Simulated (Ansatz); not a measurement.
## PbO$_{2}$: how the free axis answers a strain

PbO$_{2}$, P4_2/mnm, a = 5.081 Å, c = 3.443 Å. The structure is a COD entry; whether it is the stable form wasn't checked. Ansatz: PBE, PAW, 420 eV, Γ-centred 8×8×10 mesh on 6 atoms, Gaussian smearing 0.10 eV; no spin polarisation. Series: uniaxial strain along a, with b, c and atoms relaxed; x is the strain in per cent. y is the change of c in per cent of 3.443 Å.

| x (%) | y (%) |
| --- | --- |
| -4.5 | ? |
| -3.0 | 0.29 |
| -1.5 | 0.11 |
| 0.0 | 0.00 |
| 1.5 | -0.27 |
| 3.0 | -0.59 |
| 4.5 | -0.91 |

Problem. Fit y = c1 x + c2 x² to the other rows, say what c1 measures, and predict the missing y.

Solution. Least squares on the rows shown. y = −0.1384 x − 0.01525 x². So −c1 = 0.138 is Poisson's ratio for this pair of axes. Along b the same runs (not shown) give 0.62. With a term in x³ added, the coefficient of x becomes -0.1466, 6 % more, which shows how far this figure hangs on the form. At x = -4.5 the fit asked for gives 0.31 %. The run gave 0.48 %, so the fit is 0.17 % too low, 12 % of the span of the series, against an rms of 0.04 % on the fitted rows. The row lies outside the fitted range. With a term in x³ added, a fit to the same known rows predicts 0.25 %, further off still.

Spin–orbit coupling is left out, which can shift energies with elements as heavy as these.